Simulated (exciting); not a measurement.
Consider RbCl, space group Fm-3m.

```cif
data_structure
_symmetry_space_group_name_H-M 'P 1'
_symmetry_Int_Tables_number 1
_cell_length_a 4.6301
_cell_length_b 4.6301
_cell_length_c 4.6301
_cell_angle_alpha 60.000
_cell_angle_beta 60.000
_cell_angle_gamma 60.000
_cell_volume 70.19
loop_
_atom_site_label
_atom_site_type_symbol
_atom_site_fract_x
_atom_site_fract_y
_atom_site_fract_z
_atom_site_occupancy
Rb1 Rb 0.00000 0.00000 0.00000 1
Cl2 Cl 0.50000 0.50000 0.50000 1
```

Absorber: atom 2, with 6 Rb at 3.27 Å (octahedral, site symmetry m-3m). Method: exciting, all-electron LAPW+lo, PBE, exchange and screened direct term (singlet BSE), 3×3×3 shifted k points, 31 conduction bands, |G+q| up to 3 bohr⁻¹ (2.5 in the exchange term), full RPA screening with nempty = 56, Lorentzian half width 0.45 eV.

The database entry behind the starting cell differs from later determinations by our own check (about 0.5 % short), so it need not match the best structure at ambient conditions.

Q: What does the Cl L₂,₃ spectrum look like, and is there a bound core exciton?

Bound core exciton? Yes on this mesh: the first bright state (over 5 % of the brightest) lies at -1.45 eV from the Kohn–Sham onset and at -1.92 eV from the lowest bare transition of its own mesh. Maxima (height): 1.6 eV (0.61), 3.5 eV (0.56), 5.6 eV (0.96), 7.2 eV (1.00), 11.0 eV (0.75), 12.7 eV (0.68) and 13.8 eV (0.65); 1 lower ones aren't listed.

Energy from the Kohn–Sham onset, core level to the lowest empty state found on the meshes used; Im ε in relative units:

```csv
E (eV),Im ε
-4.0,0.02
-3.5,0.03
-3.0,0.04
-2.5,0.05
-2.0,0.09
-1.5,0.18
-1.0,0.19
-0.5,0.32
0.0,0.35
0.5,0.36
1.0,0.48
1.5,0.61
2.0,0.58
2.5,0.49
3.0,0.51
3.5,0.55
4.0,0.52
4.5,0.54
5.0,0.71
5.5,0.95
6.0,0.88
6.5,0.86
7.0,0.96
7.5,0.98
8.0,0.84
8.5,0.67
9.0,0.62
9.5,0.61
10.0,0.59
10.5,0.66
11.0,0.74
11.5,0.64
12.0,0.64
12.5,0.68
13.0,0.66
13.5,0.64
14.0,0.64
14.5,0.63
15.0,0.63
15.5,0.62
16.0,0.59
16.5,0.53
17.0,0.49
17.5,0.48
18.0,0.47
18.5,0.45
19.0,0.40
19.5,0.36
20.0,0.35
20.5,0.35
21.0,0.31
21.5,0.31
22.0,0.34
```

A mesh of 27 points doesn't converge binding energies, and fine structure above the first lines is partly noise of the mesh. The kernel cutoff is low for a compact core orbital, so the effect of exchange is a lower bound. The zero comes from the unshifted 4×4×4 ground-state mesh; it is exact only where the band minimum lies on that mesh. The conduction states carry no spin here, so the exchange coupling to the spinor core hole is only partly held. The Kohn–Sham onset, 186 eV, is no photon energy: the scale needs a rigid shift. No quasiparticle correction widens the gap or stretches the bands. Vibrations and energy-dependent lifetimes are left out. The structure is a published determination, not relaxed.

[Banner, clock and machine lines of the logs are left out without a mark of their own.]

[Logs are printed without paths, hosts, clocks, repeated set-up lines and the standing remarks that a program may print on its own settings, such as how far it seeks lower states.]

[Hosts, paths, dates, database ids (printed as entryN), source tags and the programs' standing remarks are cut or masked in the printed files.]
